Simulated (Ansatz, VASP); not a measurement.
**Two plane-wave programs on Ru**

File INCAR:

```
SYSTEM = Ru
PREC     = Accurate       ! precision mode
ENCUT    = 520            ! plane-wave cutoff, eV
EDIFF    = 1E-8           ! SCF threshold, eV
ISMEAR   = -1             ! smearing method
SIGMA    = 0.03           ! smearing width, eV
LREAL    = .False.        ! projectors in reciprocal space
LASPH    = .True.         ! aspherical terms in the spheres
NELM     = 60             ! most SCF steps
ALGO     = Normal         ! electronic algorithm
ISIF     = 2              ! what is computed and relaxed
LWAVE    = .False.        ! write WAVECAR
LCHARG   = .False.        ! write CHGCAR
GGA      = PE             ! functional
LEFG     = .True.       
NBANDS   = 21             ! bands
```

The input KPOINTS:

```
regular mesh
0
Gamma
  14 14 8
  0 0 0
```

File POSCAR:

```
Ru
1.0
    2.6692299955      0.0000000000      0.0000000000
   -1.3346149977      2.3116209847      0.0000000000
    0.0000000000      0.0000000000      4.2240293924
Ru
2
Direct
    0.3333333333      0.6666666667      0.2500000000
    0.6666666667      0.3333333333      0.7500000000
```

Input for Ansatz:

```yaml
crystal:
  lattice:
    - [2.6692299955, 0.0, 0.0]
    - [-1.3346149977, 2.3116209847, 0.0]
    - [0.0, 0.0, 4.2240293924]
  atoms:
    - { symbol: Ru, position: [0.3333333333, 0.6666666667, 0.25] }
    - { symbol: Ru, position: [0.6666666667, 0.3333333333, 0.75] }
kpoints:
  mp_grid: { grid: [14, 14, 8] }
scf:
  occupations: { method: fermi_dirac, width: 0.03 }
hamiltonian:
  xc: pbe
  pseudopotentials: { kind: paw }
output:
  forces: true
  stress: true
  eigenvalues: true
  efg: { contact_densities: true }
  write_density: true
  write_potential: true
  elf: true
  volumetric_format: npy
```

Change from the starting cell: volume scaled by 0.96, PAW files.

Alike in both runs: task electric field gradients; functional PBE; k mesh 14 × 14 × 8; occupations fermi-dirac, width 0.03 eV; no spin polarisation.

```csv
,VASP,Ansatz
version,VASP 6.6.1,Ansatz 0.2.0
potentials or method,"VASP PAW PBE potentials, release 64 (Ru_pv)","PAW with Ansatz's default frozen-core files, scalar-relativistic"
plane-wave cutoff (eV),520,420
valence electrons in the cell,28,32
```

|  | VASP | Ansatz | Ansatz less VASP |
| --- | --- | --- | --- |
| pressure (GPa) | 19.6 | 19.6 | +0.04 |
| largest component of the traceless stress (GPa) | 0.60 | 0.62 | +0.024 |
| Vzz of the field gradient on the site that differs most (V/Å²) | -14.1 | -10.0 | +4.10 |

The functional is the same, so the differences come from potentials, cutoffs and numerics. The two sets of potentials don't hold the same shells in valence. Ansatz warned: «gradients_without_spin_orbit».

Caveats: so large a pressure means that the cell lies far from this level's equilibrium, or that cutoff or potentials fall short (VASP).
